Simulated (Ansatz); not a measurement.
Geometry optimisation in Ansatz: input, command and trajectory.

```yaml
crystal:
  lattice:
    - [0.0, 2.2947954339, 2.2947954339]
    - [2.2947954339, 0.0, 2.2947954339]
    - [2.2947954339, 2.2947954339, 0.0]
  atoms:
    - { symbol: Zr, position: [0.0, 0.0, 0.0] }
    - { symbol: "N", position: [0.5, 0.5, 0.5] }
basis:
  ecutwfc: 500
kpoints:
  mp_grid: { grid: [16, 16, 16] }
hamiltonian:
  xc: r2scan
scf:
  occupations: { method: gaussian, width: 0.1 }
output:
  forces: true
  stress: true
  eigenvalues: true
relax:
  adjacent_minimum: "off"
  f_tol: 0.01
  max_steps: 60
  cell: { stress_tol: 0.1 }
```

```bash
ansatz run input.yaml --threads 1 --pin off --max-ram 2560MiB --backend cpu --events-out ev --progress --plain --runs-dir out
```

All numbers below come from Ansatz 0.2.0, DFT r2SCAN, scalar-relativistic, plane waves, PAW.

Of 4 frames 3 are shown, positions in Å and forces in eV/Å; the SCF threshold varies from step to step. Steps run on the plane waves of an earlier cell, with a Pulay correction in the pressure. The basis is chosen afresh for the last frame, the zero of the energies, and at times for earlier ones too; energy and pressure step there, also at an unchanged geometry.

```xyz
2
Lattice="0.0000 2.2948 2.2948 2.2948 0.0000 2.2948 2.2948 2.2948 0.0000" Properties=species:S:1:pos:R:3:forces:R:3 pbc="T T T" step=1 free_energy_over_end_meV_per_atom=0.06 pressure_GPa=-0.61
Zr    0.0000    0.0000    0.0000    0.0000    0.0000    0.0000
N     2.2948    2.2948    2.2948    0.0000    0.0000    0.0000
2
Lattice="0.0000 2.2918 2.2918 2.2918 0.0000 2.2918 2.2918 2.2918 0.0000" Properties=species:S:1:pos:R:3:forces:R:3 pbc="T T T" step=2 free_energy_over_end_meV_per_atom=0.00 pressure_GPa=0.42
Zr    0.0000    0.0000    0.0000    0.0000    0.0000    0.0000
N     2.2918    2.2918    2.2918    0.0000    0.0000    0.0000
2
Lattice="0.0000 2.2930 2.2930 2.2930 0.0000 2.2930 2.2930 2.2930 0.0000" Properties=species:S:1:pos:R:3:forces:R:3 pbc="T T T" step=4 free_energy_over_end_meV_per_atom=0.00 pressure_GPa=0.00
Zr    0.0000    0.0000    0.0000    0.0000    0.0000    0.0000
N     2.2930    2.2930    2.2930    0.0000    0.0000    0.0000
```

It took 25 s on 1 thread of Oxide Virtual Turin-like Processor (Zen 5) (shared host), peak memory 0.45 GiB.